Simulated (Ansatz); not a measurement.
# How many bands does the GW gap of AlN (honeycomb bilayer) need?

Wanted: a G0W0 gap for AlN (honeycomb bilayer) that is converged in bands and cutoff, or an estimate of the limit.

Main program and level: Ansatz 0.2.0; G0W0 on PBE, plane waves, PAW; PAW set soft_1.

### Step 1. The structure

The cell holds 4 atoms: 2 Al and 2 N. Its edges and angles: a = 3.133 Å, b = 3.133 Å, c = 28.700 Å, α = 90.0°, β = 90.0°, γ = 120.0°. Regions: layer 1 (AlN-hc), 2 atoms (1 Al and 1 N); layer 2 (AlN-hc), 2 atoms (1 Al and 1 N). Vacuum lies along c.

Structure file:

```cif
data_structure
_symmetry_space_group_name_H-M 'P 1'
_symmetry_Int_Tables_number 1
_cell_length_a 3.1334
_cell_length_b 3.1334
_cell_length_c 28.7000
_cell_angle_alpha 90.000
_cell_angle_beta 90.000
_cell_angle_gamma 120.000
_cell_volume 244.04
loop_
_atom_site_label
_atom_site_type_symbol
_atom_site_fract_x
_atom_site_fract_y
_atom_site_fract_z
_atom_site_occupancy
Al1 Al 0.33333 0.66667 0.45352 1
N2 N 0.66667 0.33333 0.45230 1
Al3 Al 0.66667 0.33333 0.54496 1
N4 N 0.00000 0.00000 0.54770 1
```

The structure was relaxed with PBE-D3(BJ). The runs that relaxed it are not among those shown. The Coulomb interaction is cut off across the vacuum.

### Step 2. 145 empty bands, screening to 41 eV

G0W0 replaces the xc potential by the self-energy, built once from these orbitals. Only a window of levels is corrected, while the sums run over the empty bands that the input names. This step takes PAW set soft_1 files.

Input file input.yaml:

```yaml
crystal:
  lattice:
    - [3.1334358413, 0.0, 0.0]
    - [-1.5667179207, 2.7136350397, 0.0]
    - [0.0, 0.0, 28.7]
  atoms:
    - { symbol: Al, position: [0.3333333333, 0.6666666667, 0.4535236437] }
    - { symbol: "N", position: [0.6666666667, 0.3333333333, 0.4522957328] }
    - { symbol: Al, position: [0.6666666667, 0.3333333333, 0.5449630807] }
    - { symbol: "N", position: [0.0, 0.0, 0.5477042672] }
  periodic: [true, true, false]
kpoints:
  mp_grid: { grid: [6, 6, 1] }
hamiltonian:
  xc: pbe
  pseudopotentials: { kind: paw, azcp: { folder: soft_1 } }
scf:
  occupations: { method: fixed }
gw:
  n_empty_bands: 145
  ecut_chi: 41
  qp_bands: [v2, c2]
  qp_kpoints: band_edges
  screening: { model: contour_deformation }
```

Launch:

```sh
$ ansatz run input.yaml --threads 4 --pin off --max-ram 17510MiB --backend cpu --events-out ev --progress --plain --runs-dir out
```

Numbers of over 12 decimals in the logs are rounded to 6 here.

What it wrote:

```text
Engine: ansatz 0.2.0, aarch64-unknown-linux-gnu
Pseudopotentials: kind: paw
Pseudopotential: Al, paw, valence charge 3, recommended cutoff 420 eV (normal), soft_1/Al.paw.azcp
Pseudopotential: N, paw, valence charge 5, recommended cutoff 420 eV (normal), soft_1/N.paw.azcp
Functional definition: PBE
  parameter kappa = 0.804
  parameter beta = 0.066725
  exchange = pbe_x(kappa = kappa, mu = beta*pi^2/3)
  correlation = pbe_c(beta = beta)
Crystal: 4 atoms, lattice volume = 244.036 Å³
Basis set: ecut = 420 eV, 4727 PW (Γ)
Bands: 12, of which v1, the nominal top of the filled ones, is band 8 counted from 1 (7 counted from 0)
Symmetry: 6 space group operations
Space group: P3m1 (ITA 156), of the structure as read, at distance tolerance 6.2e-5 Å
k-points: 7 of 36 (time reversal used)
Non-local potential: Al, projectors of the file, l = 0: 2, l = 1: 2, l = 2: 1
Non-local potential: N, projectors of the file, l = 0: 2, l = 1: 2, l = 2: 1
PAW form: soft (Blöchl's): semilocal exchange-correlation on the pseudo side does not see the compensation charge
PAW one-centre angular grid: Al, 110 points (default); XC on 64 Gauss nodes
PAW one-centre angular grid: N, 110 points (default); XC on 64 Gauss nodes
Initial density: superposition of atomic densities (neutral atoms: chi_scale 0, normalization atom)
Initial wavefunctions: pseudopotential atomic-orbital guess
Functional: x = pbe(κ = 0.804, μ = 0.219515), c = pbe(β = 0.066725)
SCF iter   1: F=—  HF=-1853.142239 eV  |F-HF|=—  |Δ(HF+E_count)|=         —  Δρ=8.18e-2  dr2=2.17e1  ethr=3.10e-3  ⟨swp⟩=7.0  Hψ=626  notcnv=0  defer=14
preconditioner: auto → none  [insulator: Δε(μ)=5.228 eV  Ē_g=13.724 eV  n_scr=14 (ndim 8)  ℏωp=9.5 eV  f_vac=0.719  ε∞_Penn≈1.5]
SCF iter   2: F=—  HF=-1848.054708 eV  |F-HF|=—  |Δ(HF+E_count)|=    5.09e0  Δρ=5.31e-2  dr2=5.38e0  ethr=3.10e-3  ⟨swp⟩=6.0  Hψ=397  notcnv=0  defer=13
SCF iter   3: F=—  HF=-1846.702670 eV  |F-HF|=—  |Δ(HF+E_count)|=    1.35e0  Δρ=1.30e-2  dr2=5.03e-1  ethr=3.10e-3  ⟨swp⟩=4.0  Hψ=283  notcnv=0  defer=14
SCF iter   4: F=—  HF=-1846.716606 eV  |F-HF|=—  |Δ(HF+E_count)|=   1.39e-2  Δρ=8.40e-3  dr2=6.76e-1  ethr=3.10e-3  ⟨swp⟩=3.3  Hψ=211  notcnv=0  defer=13
SCF iter   5: F=—  HF=-1846.617423 eV  |F-HF|=—  |Δ(HF+E_count)|=   9.92e-2  Δρ=2.44e-3  dr2=1.15e-1  ethr=3.10e-3  ⟨swp⟩=2.1  Hψ=168  notcnv=0  defer=14
SCF iter   6: F=—  HF=-1846.599132 eV  |F-HF|=—  |Δ(HF+E_count)|=   1.83e-2  Δρ=9.83e-4  dr2=1.67e-2  ethr=7.20e-4  ⟨swp⟩=3.0  Hψ=130  notcnv=0  defer=14
SCF iter   7: F=—  HF=-1846.597079 eV  |F-HF|=—  |Δ(HF+E_count)|=   2.05e-3  Δρ=4.13e-4  dr2=1.36e-3  ethr=1.05e-4  ⟨swp⟩=3.3  Hψ=212  notcnv=0  defer=14
SCF iter   8: F=—  HF=-1846.596777 eV  |F-HF|=—  |Δ(HF+E_count)|=   3.02e-4  Δρ=1.66e-4  dr2=2.19e-4  ethr=8.52e-6  ⟨swp⟩=3.4  Hψ=182  notcnv=0  defer=14
SCF iter   9: F=—  HF=-1846.596737 eV  |F-HF|=—  |Δ(HF+E_count)|=   3.97e-5  Δρ=4.11e-5  dr2=7.58e-6  ethr=1.37e-6  ⟨swp⟩=2.7  Hψ=140  notcnv=0  defer=14
SCF iter  10: F=—  HF=-1846.596737 eV  |F-HF|=—  |Δ(HF+E_count)|=   1.42e-7  Δρ=1.08e-5  dr2=1.43e-7  ethr=4.74e-8  ⟨swp⟩=2.9  Hψ=170  notcnv=0  defer=14
SCF iter  11: F=-1846.596737 eV  HF=-1846.596737 eV  |F-HF|=2.07e-9  |Δ(HF+E_count)|=   1.01e-7  Δρ=1.97e-6  dr2=7.27e-9  ethr=6.25e-10  ⟨swp⟩=10.7  Hψ=608  notcnv=0
SCF 1 converged in 11 iterations: F = -1846.596737 eV  dr2 = 7.27e-9
  greatest PAW one-centre occupation: 0.793 electrons in one spin orbital (limit 2), on the N atom at site 1 (counted from 0), in its partial waves of l = 0
NSCF: frozen V_eff on 7 k-points
G₀W₀ screening: q 1/7
[... further progress lines ...]
SCF converged after 11 iterations
Free energy (F): -1846.596737 eV
Harris-Foulkes:  -1846.596737 eV  (|F-HF|=2.07e-9)
Internal energy: -1846.596737 eV  (E = F + TS)
E sigma→0 (E₀):  -1846.596737 eV
Fermi energy:    -5.347201 eV
--- Per-component energies (eV) ---
  E_band       = -166.745381
  E_kinetic    = 307.770156
  E_local      = -15529.578616  (includes V_loc(G=0)·N_el)
  E_nonlocal   = 90.096670
  E_hartree    = 7611.787978
  E_xc         = -195.576404
  E_vxc        = -210.432972  (∫ρ·V_xc dr)
  E_paw        = -1195.721227  (= ΣΔE_a)
  E_vpaw       = -48.178476  (= ΣTr[D̂ρ^β])
  E_aug_tail   = 0.001742  (compensation charges beyond the density's cutoff)
  E_ewald      = 7064.622965
  E_smearing   = -0.000000  (= −TS)
  E_closure    = -0.000000  (closes the sum)
  Σ components = -1846.596737   (vs F -1846.596737, Δ=0.00e0)
--- Band table (eV; the first three rows and the last of 7) ---
  k-point 0: bands = [... 4 lower, -6.7517, -6.4746, -5.9942, -5.9942, -2.6938, -0.9541 (-0.9569°), -0.2193, 0.3670]
  k-point 1: bands = [... 4 lower, -7.2094, -6.9708, -6.1856, -6.0437, -1.7648 (-1.7648°), -0.4563 (-0.4578°), 0.3223, 0.8407]
  k-point 2: bands = [... 4 lower, -7.5774, -7.3620, -6.5336, -5.5467, -0.6193, -0.2561, 0.9330, 1.8746]
  k-point 6: bands = [... 4 lower, -9.2700, -8.8062, -6.2670, -5.3472, -0.6412, 1.4506, 1.7836, 2.7761]
  ° read free of the cell's end (the report's vacuum.weakly_bound_levels)
--- G₀W₀: contour deformation, 5 samples at zero and on the imaginary axis and 2 off it, 36 q-points, 145 empty bands' worth ---
  eigenvalues of the whole cell's RPA ε∞ on this k-mesh (on a slab, of 1 + 4πα/V) = 1.1654, 1.7467, 1.7467; static W/v taken at q = 0 is 0.701520
  gw.qp_kpoints: band_edges: 7 of 7 stored k-points solved, in 1 pass; an edge of the gap read off the rows below is read off those points alone
    ik  band        ε_KS         Σx   Σc(E_QP)       V_xc       Z   E_QP_lin       E_QP  E_QP is
     0     7     -5.9942   -22.0436     3.6548   -17.7606  0.7647    -6.6292    -6.6223  root
     0     8     -5.9942   -22.0436     3.6548   -17.7606  0.7647    -6.6292    -6.6223  root
     0     9     -2.6938    -6.2888    -2.6031    -9.7782  0.8335    -1.7981    -1.8076  root
     0    10     -0.9541    -3.7883    -1.7378    -6.2847  0.8640    -0.1879    -0.1955  root
     1     7     -6.1856   -21.9984     3.6850   -17.6486  0.7632    -6.8585    -6.8505  root
     1     8     -6.0437   -18.5790     3.0335   -14.6954  0.7651    -6.9081    -6.8938  root
     1     9     -1.7648    -5.9124    -2.4631    -9.3317  0.8318    -0.7965    -0.8088  root
     1    10     -0.4563    -4.2258    -2.0131    -7.1007  0.8498     0.4170     0.4055  root
     2     7     -6.5336   -21.9436     3.7495   -17.4660  0.7601    -7.2718    -7.2617  root
     2     8     -5.5467   -19.2499     3.0635   -15.4450  0.7651    -6.2983    -6.2881  root
     2     9     -0.6193    -5.4941    -3.0328    -9.6367  0.8177     0.5105     0.4906  root
     2    10     -0.2561    -5.9348    -3.1471   -10.2541  0.8126     0.9398     0.9161  root
     3     7     -6.6930   -21.9260     3.7802   -17.3908  0.7588    -7.4592    -7.4481  root
     3     8     -5.5176   -19.1816     3.0875   -15.3519  0.7620    -6.2704    -6.2597  root
     3     9     -1.2959    -5.8925    -3.2249   -10.2319  0.8162    -0.1640    -0.1813  root
     3    10      0.0371    -5.3524    -3.3411    -9.8612  0.8136     1.2286     1.2048  root
     4     7     -6.8107   -21.5180     3.7379   -17.0072  0.7570    -7.5957    -7.5835  root
     4     8     -5.6304   -19.1104     3.0464   -15.3016  0.7659    -6.4036    -6.3927  root
     4     9     -0.6401    -4.8960    -2.5868    -8.4729  0.8279     0.3664     0.3501  root
     4    10      0.1718    -6.2751    -3.0116   -10.5095  0.8093     1.4225     1.3946  root
     5     7     -6.7702   -19.0916     3.2402   -14.9815  0.7587    -7.6564    -7.6400  root
     5     8     -5.3805   -19.5835     3.1184   -15.7651  0.7634    -6.0895    -6.0804  root
     5     9     -0.6456    -6.0875    -3.2891   -10.5660  0.8084     0.5660     0.5437  root
     5    10      0.5084    -5.1713    -3.2524    -9.5788  0.8070     1.6906     1.6635  root
     6     7     -6.2670   -19.6152     3.1330   -15.7219  0.7668    -7.0375    -7.0272  root
     6     8     -5.3472   -19.5987     3.1838   -15.7024  0.7604    -6.0695    -6.0597  root
     6     9     -0.6412    -5.5650    -3.4525   -10.1597  0.8075     0.5219     0.5010  root
     6    10      1.4506    -5.1728    -3.5861    -9.9545  0.8020     2.6758     2.6463  root
```

It took 19 s on 4 threads of Arm Neoverse V1, shared host; peak memory 1 GiB.

In the SCF lines HF is the Harris–Foulkes energy and dr2 the Hartree energy of the density residual, in eV; the loop may stop once dr2 is under the threshold and the program's other checks hold. Hψ counts applications of the Hamiltonian.

This step gave:

| Quantity | Value |
| --- | --- |
| bands summed | 153 |
| plane waves in the screening matrix | 155 |
| q-points in the mesh | 36 |
| G0W0 gap on the mesh | 4.252 eV |
| k of the valence top | 0.3333, 0.3333, 0 |
| k of the conduction bottom | 0, 0, 0 |
| starting gap on the mesh | 2.653 eV |
| Z at the valence top | 0.7604 |
| Z at the conduction bottom | 0.8335 |
| least direct G0W0 gap on the computed points | 4.815 eV |

The gap on the mesh goes from 2.65 eV to 4.25 eV, a correction of +1.60 eV. Between the two edge states, bare exchange in place of the xc potential would open the gap by 7.39 eV, and correlation takes back 5.79 eV.

### Step 3. 359 empty bands, screening to 75 eV

Bands and screening cutoff are moved together, since each hides the error of the other.

Edit input.yaml of step 2 so:

```diff
@@ -18,5 +18,6 @@
   occupations: { method: fixed }
+  convergence: { dr2_threshold: 1.0e-10 }
 gw:
-  n_empty_bands: 145
-  ecut_chi: 41
+  n_empty_bands: 359
+  ecut_chi: 75.0
   qp_bands: [v2, c2]
```

What it wrote:

```text
[...]
Crystal: 4 atoms, lattice volume = 244.036 Å³
Basis set: ecut = 420 eV, 4727 PW (Γ)
Bands: 12, of which v1, the nominal top of the filled ones, is band 8 counted from 1 (7 counted from 0)
[... 1 set-up line as in the run before ...]
[...]
k-points: 7 of 36 (time reversal used)
[...]
SCF iter   1: F=—  HF=-1853.142239 eV  |F-HF|=—  |Δ(HF+E_count)|=         —  Δρ=8.18e-2  dr2=2.17e1  ethr=3.10e-3  ⟨swp⟩=7.0  Hψ=626  notcnv=0  defer=14
[...]
SCF iter  15: F=-1846.596737 eV  HF=-1846.596737 eV  |F-HF|=4.55e-13  |Δ(HF+E_count)|=  2.64e-11  Δρ=4.29e-8  dr2=5.89e-12  ethr=1.00e-12  ⟨swp⟩=2.0  Hψ=147  notcnv=0
SCF 1 converged in 15 iterations: F = -1846.596737 eV  dr2 = 5.89e-12
[...]
NSCF: frozen V_eff on 7 k-points
G₀W₀ screening: q 1/7
[... further progress lines ...]
SCF converged after 15 iterations
Free energy (F): -1846.596737 eV
[...]
Internal energy: -1846.596737 eV  (E = F + TS)
E sigma→0 (E₀):  -1846.596737 eV
Fermi energy:    -5.347145 eV
[...]
--- Band table (eV; the first three rows and the last of 7) ---
  k-point 0: bands = [... 4 lower, -6.7518, -6.4746, -5.9941, -5.9941, -2.6938, -0.9540 (-0.9569°), -0.2193, 0.3670]
  k-point 1: bands = [... 4 lower, -7.2093, -6.9708, -6.1855, -6.0437, -1.7648 (-1.7648°), -0.4563 (-0.4577°), 0.3223, 0.8407]
  k-point 2: bands = [... 4 lower, -7.5774, -7.3620, -6.5335, -5.5466, -0.6192, -0.2560, 0.9331, 1.8747]
  k-point 6: bands = [... 4 lower, -9.2699, -8.8061, -6.2670, -5.3471, -0.6411, 1.4507, 1.7837, 2.7762]
  ° read free of the cell's end (the report's vacuum.weakly_bound_levels)
[...]
bands read: the sum over 367 bands ends inside a degenerate multiplet in 1 slot, whose members it reads at an even weight; the widest, k=0: bands 367 to 368 (counted from 1) at 1/2 each
[...]
0     7     -5.9941   -22.0436     3.3702   -17.7606  0.7590    -6.9215    -6.9068  root
     0     8     -5.9941   -22.0436     3.3702   -17.7606  0.7590    -6.9215    -6.9068  root
     0     9     -2.6938    -6.2887    -2.6294    -9.7781  0.8295    -1.8253    -1.8338  root
     0    10     -0.9540    -3.7883    -1.8052    -6.2847  0.8620    -0.2569    -0.2629  root
     1     7     -6.1855   -21.9985     3.4050   -17.6486  0.7577    -7.1466    -7.1303  root
     1     8     -6.0437   -18.5790     2.8094   -14.6954  0.7591    -7.1415    -7.1179  root
     1     9     -1.7648    -5.9124    -2.5341    -9.3316  0.8286    -0.8697    -0.8797  root
     1    10     -0.4563    -4.2258    -2.0979    -7.1006  0.8476     0.3294     0.3207  root
[...]
6     7     -6.2670   -19.6152     2.8695   -15.7219  0.7606    -7.3097    -7.2907  root
     6     8     -5.3471   -19.5987     2.9290   -15.7024  0.7535    -6.3329    -6.3144  root
     6     9     -0.6411    -5.5649    -3.6214   -10.1597  0.8054     0.3468     0.3322  root
     6    10      1.4507    -5.1728    -3.7559    -9.9545  0.8001     2.4981     2.4764  root
```

The job ended after 1.7 min (4 threads; peak memory 2.7 GiB).

This step gave:

* bands summed: 367
* plane waves in the screening matrix: 353
* q-points in the mesh: 36
* G0W0 gap on the mesh: 4.481 eV
* k of the valence top: 0.3333, 0.3333, 0
* k of the conduction bottom: 0, 0, 0
* starting gap on the mesh: 2.653 eV
* Z at the valence top: 0.7535
* Z at the conduction bottom: 0.8295
* least direct G0W0 gap on the computed points: 5.073 eV

Against the run with 6×6×1 mesh, 145 empty bands, screening to 41 eV, PAW set soft_1 files, the gap moves by +0.23 eV.

### Step 4. The runs together

Times are wall times on 4 threads of Arm Neoverse V1, shared host, good to a factor of about two.

| mesh | files | frequency | bands summed | cutoff (eV) | start (eV) | G0W0 (eV) | time | host memory (GiB) |
| --- | --- | --- | --- | --- | --- | --- | --- | --- |
| 6×6×1 | PAW set soft_1 | contour deformation | 153 | 41 | 2.653 | 4.252 | 19 s | 1.0 |
| 6×6×1 | PAW set soft_1 | contour deformation | 367 | 75 | 2.653 | 4.481 | 1.7 min | 2.7 |

The parts of the quasiparticle energy at the two band edges (eV; QP = start + Σx + Σc − Vxc):

```csv
run,edge,start,Σx,Σc,Vxc,Z,QP
153 bands,valence top,-5.35,-19.60,3.18,-15.70,0.76,-6.06
153 bands,conduction bottom,-2.69,-6.29,-2.60,-9.78,0.83,-1.81
367 bands,valence top,-5.35,-19.60,2.93,-15.70,0.75,-6.31
367 bands,conduction bottom,-2.69,-6.29,-2.63,-9.78,0.83,-1.83
```

### Step 5. Outcome

```yaml
153_bands_41_ev: 4.252 eV
367_bands_75_ev: 4.481 eV
estimated_limit_in_bands_and_cutoff: 4.64 eV
mesh_and_start: 6×6×1, PBE
```

A line in one over the bands through the two rungs gives 4.64 eV, +0.16 eV from the top rung; with two points alone it is an unchecked estimate. The rungs stand 0.39 eV (153 bands) and 0.16 eV (367 bands) from it. From 153 to 367 bands the gap moves by +0.23 eV while the time grows 5.2-fold. Σc changes by −0.25 eV at the valence top and −0.03 eV at the conduction bottom, so the valence edge carries most of the change. The mesh in the plane is coarse for a sheet; gap and any exciton binding can still move on denser ones.

[Paths, hosts, dates, memory and timing lines, banners, echoed tables and standing remarks are left out of the program output.]

[Logs are printed without paths, hosts, clocks, repeated set-up lines and the standing remarks that a program may print on its own settings, such as how far it seeks lower states.]

[Runs of the session that timed out or met a known fault of the program may be left out.]

[Cells called generated may have been cut or substituted from an entry of the Crystallography Open Database or the Materials Project.]

[Hosts, paths, dates, database ids (printed as entryN), source tags and the programs' standing remarks are cut or masked in the printed files.]
